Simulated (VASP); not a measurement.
# Os (P6_3/mmc) in VASP: notebook

One crystal, Os, is run at these levels: PBE, PBEsol; tasks: elastic constants, phonons, band structure.

All numbers are computed with VASP 6.6.1; they aren't measurements. Logs are shortened: lines on timing, memory, paths and dates and some standing lists are left out, and cuts for length are marked.

## Step 1: Starting point

It takes space group P6_3/mmc (No. 194, hexagonal). The conventional cell has a = 2.734 Å, b = 2.734 Å, c = 4.320 Å, α = 90.00°, β = 90.00°, γ = 120.00°. Os (site symmetry -6m2) is surrounded by 12 Os at 2.68 to 2.73 Å.

## Step 2: Elastic constants, PBE

POSCAR

```
Os
1.0
    2.7341000000      0.0000000000      0.0000000000
   -1.3670500000      2.3678000565      0.0000000000
    0.0000000000      0.0000000000      4.3197000000
Os
2
Direct
    0.6666666667      0.3333333333      0.7500000000
    0.3333333333      0.6666666667      0.2500000000
```

INCAR.step1

```
SYSTEM = Os
PREC     = Accurate       ! precision mode
ENCUT    = 600            ! plane-wave cutoff, eV
EDIFF    = 1E-8           ! SCF threshold, eV
ISMEAR   = -1             ! smearing method
SIGMA    = 0.05           ! smearing width, eV
LREAL    = .False.        ! projectors in reciprocal space
LASPH    = .True.         ! aspherical terms in the spheres
NELM     = 100            ! most SCF steps
ALGO     = Fast           ! electronic algorithm
ISIF     = 3              ! what is computed and relaxed
LWAVE    = .False.        ! write WAVECAR
LCHARG   = .False.        ! write CHGCAR
GGA      = PE             ! functional
IBRION   = 2              ! ionic algorithm
NSW      = 40             ! ionic steps
EDIFFG   = -0.002         ! ionic threshold
```

INCAR.step2

```
SYSTEM = Os
PREC     = Accurate       ! precision mode
ENCUT    = 600            ! plane-wave cutoff, eV
EDIFF    = 1E-8           ! SCF threshold, eV
ISMEAR   = -1             ! smearing method
SIGMA    = 0.05           ! smearing width, eV
LREAL    = .False.        ! projectors in reciprocal space
LASPH    = .True.         ! aspherical terms in the spheres
NELM     = 100            ! most SCF steps
ALGO     = Fast           ! electronic algorithm
ISIF     = 3              ! what is computed and relaxed
LWAVE    = .False.        ! write WAVECAR
LCHARG   = .False.        ! write CHGCAR
GGA      = PE             ! functional
IBRION   = 6              ! ionic algorithm
NFREE    = 2            
POTIM    = 0.015          ! step
NSW      = 1              ! ionic steps
```

KPOINTS

```
Automatic mesh
0
Gamma
  8 8 5
  0 0 0
```

Potentials or basis: VASP PAW PBE potentials, release 64 (Os).

Launch:

```bash
$ cat potpaw_PBE.64/Os/POTCAR > POTCAR
$ cp INCAR.step1 INCAR
$ mpirun -np 1 vasp_std > vasp.out
$ cp CONTCAR POSCAR
$ cp INCAR.step2 INCAR
$ mpirun -np 1 vasp_std > vasp.out
```

OUTCAR:

```text
SYSTEM = Os
   PREC = Accurate
   ENCUT = 600
   EDIFF = 1E-8
   ISMEAR = -1
   LREAL = .False.
   LASPH = .True.
   NELM = 100
   ISIF = 3
   GGA = PE
   IBRION = 6
   NFREE = 2
   POTIM = 0.015
   NSW = 1

 ion  position               nearest neighbor table
   1  0.667  0.333  0.750-   2 2.69   2 2.69   2 2.69   2 2.69   2 2.69   2 2.69
   2  0.333  0.667  0.250-   1 2.69   1 2.69   1 2.69   1 2.69   1 2.69   1 2.69

  LATTYP: Found a hexagonal cell.
 ALAT       =     2.7524071374
 C/A-ratio  =     1.5792149530

  Lattice vectors:

 A1 = (   2.7524071374,   0.0000000000,   0.0000000000)
 A2 = (  -1.3762035687,   2.3836545025,   0.0000000000)
 A3 = (   0.0000000000,   0.0000000000,   4.3466425082)

Analysis of symmetry for initial positions (statically):
=====================================================================
 Subroutine PRICEL returns:
 Original cell was already a primitive cell.

 Routine SETGRP: Setting up the symmetry group for a
 hexagonal supercell.

 Subroutine GETGRP returns: Found 24 space group operations
 (whereof 12 operations were pure point group operations)
 out of a pool of 24 trial point group operations.

The static configuration has the point symmetry D_3d.
 The point group associated with its full space group is D_6h.

Analysis of symmetry for dynamics (positions and initial velocities):
=====================================================================
 Subroutine PRICEL returns:
 Original cell was already a primitive cell.

 Routine SETGRP: Setting up the symmetry group for a
 hexagonal supercell.

 Subroutine GETGRP returns: Found 24 space group operations
 (whereof 12 operations were pure point group operations)
 out of a pool of 24 trial point group operations.

The dynamic configuration has the point symmetry D_3d.
 The point group associated with its full space group is D_6h.

 Subroutine INISYM returns: Found 24 space group operations
 (whereof 12 operations are pure point group operations),
 and found     1 'primitive' translations

----------------------------------------------------------------------------------------

                                     Primitive cell

  volume of cell :      28.5174

  direct lattice vectors                    reciprocal lattice vectors
     2.752407137  0.000000000  0.000000000     0.363318343  0.209761943  0.000000000
    -1.376203569  2.383654503  0.000000000     0.000000000  0.419523886  0.000000000
     0.000000000  0.000000000  4.346642508     0.000000000  0.000000000  0.230062628

  length of vectors
     2.752407137  2.752407137  4.346642508     0.419523886  0.419523886  0.230062628

  position of ions in fractional coordinates (direct lattice)
     0.666666667  0.333333333  0.750000000
     0.333333333  0.666666667  0.250000000

  ion indices of the primitive-cell ions
   primitive index   ion index
                 1           1
                 2           2

----------------------------------------------------------------------------------------

 KPOINTS: Automatic mesh

Automatic generation of k-mesh.
 Grid dimensions read from file:
 generate k-points for:    8    8    5

 Generating k-lattice:

  Cartesian coordinates                     Fractional coordinates (reciprocal lattice)
     0.045414793  0.026220243  0.000000000     0.125000000 -0.000000000  0.000000000
     0.000000000  0.052440486  0.000000000     0.000000000  0.125000000  0.000000000
     0.000000000  0.000000000  0.046012526     0.000000000  0.000000000  0.200000000
[... 117 lines left out ...]
  in kB        0.1340386      0.1340386      0.1027710     -0.0000000      0.0000000     -0.0000000
  external PRESSURE =       0.1236161 kB  Pullay stress =       0.0000000 kB
[... 89 lines left out ...]
  FREE ENERGIE OF THE ION-ELECTRON SYSTEM (eV)
  ---------------------------------------------------
  free  energy   TOTEN  =       -22.5472380583 eV

  energy  without entropy=      -22.5399575696  energy(sigma->0) =      -22.54359781

[... ionic steps 4 to 14 ...]

--------------------------------------- Ionic step       15  -------------------------------------------

 number of electron      16.0000000 magnetization

------------------------ aborting loop because EDIFF is reached ----------------------------------------
[... 67 lines left out ...]
--------------------------------------- Ionic step       17  -------------------------------------------

 number of electron      16.0000000 magnetization

 Free energy of the ion-electron system (eV)
  ---------------------------------------------------
  ext. energy  EPLUGINS =         0.00000000
  ---------------------------------------------------
  free energy    TOTEN  =       -22.56106492 eV

  energy without entropy =      -22.55296477  energy(sigma->0) =      -22.55701485

 E-fermi :   8.9702     XC(G=0): -13.9468

 val. band max:        8.9168163521   @ k =  -0.0000   0.2500   0.2000
 cond. band min:       9.2079017838   @ k =   0.0000   0.0000   0.0000
 fundamental gap:      0.2910854317
 Fermi energy:         8.9702283805

 k-point     1 :       0.0000    0.0000    0.0000
  band No.  band energies     occupation
      1      -1.5905      2.00000
      2       1.5713      2.00000
      3       6.2140      2.00000
      4       6.2140      2.00000
      5       6.4613      2.00000
      6       7.0272      2.00000
      7       7.0272      2.00000
      8       7.6567      2.00000
      9       7.6567      2.00000
     10       9.2079      0.01710
     11      10.8178      0.00000
     12      10.8178      0.00000
[... 331 lines left out ...]
 k-point    24 :       0.3750    0.0000    0.4000
  band No.  band energies     occupation
      1       1.7983      2.00000
      2       2.4525      2.00000
      3       3.8721      2.00000
      4       4.4823      2.00000
      5       7.2426      2.00000
      6       7.2515      2.00000
      7       8.1704      2.00000
      8       8.6825      1.99369
      9      10.6055      0.00000
     10      10.8607      0.00000
     11      11.0338      0.00000
     12      12.7182      0.00000

 [... further k-points ...]

------------------------ aborting loop because EDIFF is reached ----------------------------------------

  FORCE on cell =-STRESS in cart. coord.  units (eV):
  Direction    XX          YY          ZZ          XY          YZ          ZX
  --------------------------------------------------------------------------------------
  -------------------------------------------------------------------------------------
  Total        0.0056478      0.0056478      0.0233424      0.0000000      0.0000000      0.0000000
  in kB        0.3173094      0.3173094      1.3114329      0.0000000      0.0000000      0.0000000
  external PRESSURE =       0.6486839 kB  Pullay stress =       0.0000000 kB
[... 17 lines left out ...]
  FREE ENERGIE OF THE ION-ELECTRON SYSTEM (eV)
  ---------------------------------------------------
  free  energy   TOTEN  =       -22.5610649214 eV

  energy  without entropy=      -22.5529647742  energy(sigma->0) =      -22.55701485

 INTERNAL STRAIN TENSORS FROM STRAINED CELLS
 ============================================

 INTERNAL STRAIN TENSOR FOR ION    1 for displacements in x,y,z  (eV/Angst):
          X           Y           Z          XY          YZ          ZX
  --------------------------------------------------------------------------------
  x    -0.00000    -0.00000    -0.00000     0.87190     0.00000     0.00000
  y     0.85877    -0.84189     0.00000    -0.00005     0.00017    -0.00009
  z     0.00000     0.00000     0.00000     0.00000     0.00017     0.00000

 INTERNAL STRAIN TENSORS FROM DISPLACED ATOMS
 ============================================

 INTERNAL STRAIN TENSOR FOR ION    1 for displacements in x,y,z  (eV/Angst):
          X           Y           Z          XY          YZ          ZX
  --------------------------------------------------------------------------------
  x     0.00000     0.00000     0.00000     0.78806     0.00000     0.00000
  y     0.78806    -0.78806     0.00000     0.00000     0.00000     0.00000
  z    -0.00000     0.00000     0.00000     0.00000     0.00000     0.00000

 INTERNAL STRAIN TENSOR FOR ION    2 for displacements in x,y,z  (eV/Angst):
          X           Y           Z          XY          YZ          ZX
  --------------------------------------------------------------------------------
  x     0.00000     0.00000     0.00000    -0.78806     0.00000     0.00000
  y    -0.78806     0.78806     0.00000     0.00000     0.00000     0.00000
  z     0.00000    -0.00000    -0.00000     0.00000    -0.00000     0.00000

 Eigenvectors and eigenvalues of the dynamical matrix
 ----------------------------------------------------

   1 f  =    6.569216 THz    41.275600 2PiTHz  219.125449 cm-1    27.168081 meV
             X         Y         Z           dx          dy          dz
      1.376204  0.794552  3.259982     0.000000    0.000000    0.707107
     -0.000000  1.589103  1.086661    -0.000000    0.000000   -0.707107
[... 16 lines left out ...]
   5 f  =    0.000000 THz     0.000000 2PiTHz    0.000000 cm-1     0.000000 meV
             X         Y         Z           dx          dy          dz
      1.376204  0.794552  3.259982     0.000000    0.000000    0.707107
     -0.000000  1.589103  1.086661    -0.000000    0.000000    0.707107

   6 f/i=    0.000000 THz     0.000000 2PiTHz    0.000003 cm-1     0.000000 meV
             X         Y         Z           dx          dy          dz
      1.376204  0.794552  3.259982    -0.680643   -0.191638    0.000000
     -0.000000  1.589103  1.086661    -0.680643   -0.191638    0.000000

--------------------------------------------------------------------------------------------------------

 ELASTIC MODULI CONTR FROM IONIC RELAXATION (kBar)
 Direction    XX          YY          ZZ          XY          YZ          ZX
 --------------------------------------------------------------------------------
 XX          -3.2448      3.2448      0.0000     -0.0000      0.0000      0.0000
 YY           3.2448     -3.2448     -0.0000      0.0000     -0.0000      0.0000
 ZZ           0.0000     -0.0000     -0.0000      0.0000     -0.0000      0.0000
 XY          -0.0000     -0.0000      0.0000     -3.2448      0.0000      0.0000
 YZ           0.0000     -0.0000     -0.0000      0.0000     -0.0000      0.0000
 ZX           0.0000      0.0000      0.0000      0.0000      0.0000      0.0000
 --------------------------------------------------------------------------------

 TOTAL ELASTIC MODULI (kBar)
 Direction    XX          YY          ZZ          XY          YZ          ZX
 --------------------------------------------------------------------------------
 XX        7582.6298   2146.8523   2225.9893     -0.0000     -0.0000      0.0000
 YY        2146.8523   7582.6298   2225.9893      0.0000     -0.0000      0.0000
 ZZ        2225.9893   2225.9893   8355.1510      0.0000      0.0000      0.0000
 XY          -0.0000     -0.0000      0.0000   2717.8888      0.0000     -0.0000
 YZ          -0.0000     -0.0000      0.0000      0.0000   2738.7818      0.0000
 ZX           0.0000      0.0000     -0.0000      0.0000      0.0000   2738.7818
 --------------------------------------------------------------------------------
```

Run time: 8.7 min. Hardware: 1 thread of Intel Xeon Platinum 8488C (Sapphire Rapids), shared host; peak memory 0.22 GiB.

Results:

| Item | Value |
| --- | --- |
| Relaxed volume | 14.26 Å³/atom |
| Relaxed cell | a = 2.752 Å, b = 2.752 Å, c = 4.347 Å, α = 90.00°, β = 90.00°, γ = 120.00° |
| Space group after relaxing (to 0.05 Å) | P6_3/mmc (No. 194) |
| Voigt bulk modulus | 408 GPa |
| Highest phonon frequency at Γ | 219 cm⁻¹ |

The path:
```tsv
step	energy change (eV)	largest force (eV/Å)	pressure (GPa)	volume (Å³)
1	0.0000	0.0000	8.36	27.96
2	0.2235	0.0000	-27.86	31.02
3	-0.0140	0.0000	-0.31	28.54
4	-0.0140	0.0000	-0.02	28.52
5	-0.0140	0.0000	0.15	28.51
6	-0.0140	0.0000	0.14	28.51
7	-0.0140	0.0000	0.14	28.51
8	-0.0140	0.0000	-0.37	28.55
9	-0.0140	0.0000	0.03	28.52
10	-0.0140	0.0000	0.00	28.52
```

Final structure:
```
CELL_PARAMETERS angstrom
2.75241 0.00000 0.00000
-1.37620 2.38365 0.00000
0.00000 0.00000 4.34664
ATOMIC_POSITIONS crystal
Os 0.66667 0.33333 0.75000
Os 0.33333 0.66667 0.25000
```

Phonon frequencies in cm⁻¹ (negative: imaginary):
| q point | frequencies |
| --- | --- |
| (0.000, 0.000, 0.000) | 0 0 0 175 175 219 |

Elastic tensor in Voigt notation (GPa, in the Cartesian axes of the cell as first typed):
```
758 215 223   0   0   0
215 758 223   0   0   0
223 223 836   0   0   0
  0   0   0 274   0   0
  0   0   0   0 274   0
  0   0   0   0   0 272
```

Clamped-ion elastic tensor (GPa):
```
759 214 223   0   0   0
214 759 223   0   0   0
223 223 836   0   0   0
  0   0   0 274   0   0
  0   0   0   0 274   0
  0   0   0   0   0 272
```

Spin-orbit coupling is left out, which matters for the levels of Os.

## Step 3: Phonons, PBEsol

POSCAR is that of step 2.

INCAR.step1

```
  PREC = Accurate
  ENCUT = 600
  EDIFF = 1E-8
  ISMEAR = -1
  SIGMA = 0.05
  LREAL = False
  LASPH = True
  NELM = 100
  ALGO = Fast
  ISIF = 3
  LWAVE = False
  LCHARG = False
  GGA = PS
  IBRION = 2
  NSW = 40
  EDIFFG = -0.002
```

INCAR.step2

```
  PREC = Accurate
  ENCUT = 600
  EDIFF = 1E-8
  ISMEAR = -1
  SIGMA = 0.05
  LREAL = False
  LASPH = True
  NELM = 100
  ALGO = Fast
  ISIF = 2
  LWAVE = False
  LCHARG = False
  GGA = PS
  IBRION = 8
  NSW = 1
```

KPOINTS

```
regular mesh
0
Gamma
  8 8 5
```

Potentials or basis: VASP PAW PBE potentials, release 64 (Os).

Launch:

```bash
$ cat potpaw_PBE.64/Os/POTCAR > POTCAR
$ cp INCAR.step1 INCAR
$ mpirun -np 1 vasp_std > vasp.out
$ cp CONTCAR POSCAR
$ cp INCAR.step2 INCAR
$ mpirun -np 1 vasp_std > vasp.out
```

OUTCAR:

```text
PREC = Accurate
   ENCUT = 600
   EDIFF = 1E-8
   ISMEAR = -1
   LREAL = False
   LASPH = True
   NELM = 100
   ISIF = 2
   GGA = PS
   IBRION = 8
   NSW = 1

 ion  position               nearest neighbor table
   1  0.667  0.333  0.750-   2 2.67   2 2.67   2 2.67   2 2.67   2 2.67   2 2.67
   2  0.333  0.667  0.250-   1 2.67   1 2.67   1 2.67   1 2.67   1 2.67   1 2.67

  LATTYP: Found a hexagonal cell.
 ALAT       =     2.7282479945
 C/A-ratio  =     1.5801429904

  Lattice vectors:

[... 627 lines left out ...]

 Eigenvectors and eigenvalues of the dynamical matrix
 ----------------------------------------------------

   1 f  =    6.863510 THz    43.124705 2PiTHz  228.942047 cm-1    28.385183 meV
             X         Y         Z           dx          dy          dz
      1.364124  0.787577  3.233266     0.000000   -0.000000   -0.707107
     -0.000000  1.575155  1.077755    -0.000000   -0.000000    0.707107
[... 11 lines left out ...]
   4 f  =    0.000000 THz     0.000000 2PiTHz    0.000002 cm-1     0.000000 meV
             X         Y         Z           dx          dy          dz
      1.364124  0.787577  3.233266     0.057836    0.652917    0.265245
     -0.000000  1.575155  1.077755     0.057836    0.652917    0.265245

   5 f/i=    0.000000 THz     0.000000 2PiTHz    0.000002 cm-1     0.000000 meV
             X         Y         Z           dx          dy          dz
      1.364124  0.787577  3.233266     0.704473   -0.060857   -0.003804
     -0.000000  1.575155  1.077755     0.704473   -0.060857   -0.003804

   6 f/i=    0.000000 THz     0.000001 2PiTHz    0.000004 cm-1     0.000001 meV
             X         Y         Z           dx          dy          dz
      1.364124  0.787577  3.233266     0.019316    0.264568   -0.655462
     -0.000000  1.575155  1.077755     0.019316    0.264568   -0.655462

--------------------------------------------------------------------------------------------------------

 ELASTIC MODULI CONTR FROM IONIC RELAXATION (kBar)
 Direction    XX          YY          ZZ          XY          YZ          ZX
 --------------------------------------------------------------------------------
 XX          -4.6499      4.6499      0.0000     -0.0000     -0.0000      0.0000
 YY           4.6499     -4.6499     -0.0000      0.0000      0.0000      0.0000
 ZZ           0.0000     -0.0000     -0.0000      0.0000      0.0000      0.0000
 XY          -0.0000      0.0000      0.0000     -4.6499     -0.0000      0.0000
 YZ          -0.0000      0.0000      0.0000     -0.0000     -0.0000      0.0000
 ZX           0.0000      0.0000      0.0000      0.0000      0.0000      0.0000
 --------------------------------------------------------------------------------
```

OSZICAR.step1:

```text
N       E                     dE             d eps       ncg     rms          rms(c)
DAV:   1     0.121676534089E+03    0.12168E+03   -0.84248E+03   720   0.145E+03
DAV:   2    -0.174877487397E+02   -0.13916E+03   -0.12606E+03   764   0.428E+02
DAV:   3    -0.258651612684E+02   -0.83774E+01   -0.78417E+01   880   0.894E+01
[... 88 lines left out ...]
RMM:   2    -0.245512172650E+02    0.23527E-05   -0.24563E-06   720   0.160E-02    0.712E-03
RMM:   3    -0.245512169315E+02    0.33354E-06   -0.27119E-06   720   0.121E-02    0.217E-03
RMM:   4    -0.245512170041E+02   -0.72595E-07   -0.27864E-07   704   0.767E-03    0.237E-03
RMM:   5    -0.245512170261E+02   -0.21998E-07   -0.11212E-07   641   0.255E-03    0.505E-04
RMM:   6    -0.245512170356E+02   -0.94955E-08   -0.46617E-08   614   0.303E-03
   8 F= -.24551217E+02 E0= -.24547205E+02  d E =-.321103E-07
```

Wall time 2.6 min (1 thread of Intel Xeon Platinum 8488C (Sapphire Rapids), shared host); peak memory 0.23 GiB.

What came out:

| Item | Value |
| --- | --- |
| Relaxed volume | 13.89 Å³/atom |
| Relaxed cell | a = 2.728 Å, b = 2.728 Å, c = 4.311 Å, α = 90.00°, β = 90.00°, γ = 120.00° |
| Space group after relaxing (to 0.05 Å) | P6_3/mmc (No. 194) |
| Highest phonon frequency at Γ | 229 cm⁻¹ |

Step by step:
```
step  energy change (eV)  largest force (eV/Å)  pressure (GPa)  volume (Å³)
   1              0.0000                0.0000           -2.75        27.96
   2              0.0310                0.0000           13.66        27.01
   3             -0.0015                0.0000           -0.03        27.79
   4             -0.0015                0.0000            0.03        27.79
   5             -0.0015                0.0000            0.03        27.79
   6             -0.0015                0.0000            0.03        27.79
   7             -0.0015                0.0000           -0.09        27.80
   8             -0.0015                0.0000            0.00        27.79
```

Final structure:
```cif
data_structure
_symmetry_space_group_name_H-M 'P 1'
_symmetry_Int_Tables_number 1
_cell_length_a 2.7282
_cell_length_b 2.7282
_cell_length_c 4.3110
_cell_angle_alpha 90.000
_cell_angle_beta 90.000
_cell_angle_gamma 120.000
_cell_volume 27.79
loop_
_atom_site_label
_atom_site_type_symbol
_atom_site_fract_x
_atom_site_fract_y
_atom_site_fract_z
_atom_site_occupancy
Os1 Os 0.66667 0.33333 0.75000 1
Os2 Os 0.33333 0.66667 0.25000 1
```

Phonon frequencies in cm⁻¹ (negative: imaginary):
| q point | frequencies |
| --- | --- |
| (0.000, 0.000, 0.000) | 0 0 0 182 182 229 |

Caveat: the PAW data sets were made with another functional, which shifts forces and pressure a little.

(Continued in part 2 of 2.)
